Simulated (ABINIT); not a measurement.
The system is C.

```
C
1.0
     0.00000    1.78337    1.78337
     1.78337    0.00000    1.78337
     1.78337    1.78337    0.00000
C
2
Direct
  0.75000 0.75000 0.75000
  0.50000 0.50000 0.50000
```

This isn't the form of C at room conditions, which is graphite.

Base run:

* Program: ABINIT 10.8.3 (patched build)
* Functional: HLE16
* Potentials or basis: PseudoDojo NC SR PBE v0.4.1 standard
* Cutoff: 1116 eV
* k mesh: 13 × 13 × 13
* Occupations: fermi-dirac, width 0.05 eV
* Spin: no spin polarisation

Its results: band gap on the k mesh 4.91 eV, indirect (least direct gap 5.86 eV); pressure -97.4 GPa.

Problem. After a change of settings the same cell gave: band gap on the k mesh 4.25 eV, indirect (least direct gap 5.63 eV); pressure 3.4 GPa. Which change was it?
A. functional from HLE16 to PBE; potentials or basis from PseudoDojo NC SR PBE v0.4.1 standard to SG15 NC PBE v1.2
B. functional from HLE16 to WC; potentials or basis from PseudoDojo NC SR PBE v0.4.1 standard to JTH PAW PBE v2.0; cutoff from 1116 eV to 544 eV
C. functional from HLE16 to revPBE
D. functional from HLE16 to BP86

Solution. C.

Caveats: the potentials were made for another functional, which shifts forces and pressure; the cell as given lies far from equilibrium (some runs); the potentials were made for a functional far from this one (some runs); so large a pressure means that the cell lies far from this level's equilibrium, or that cutoff or potentials fall short (some runs).
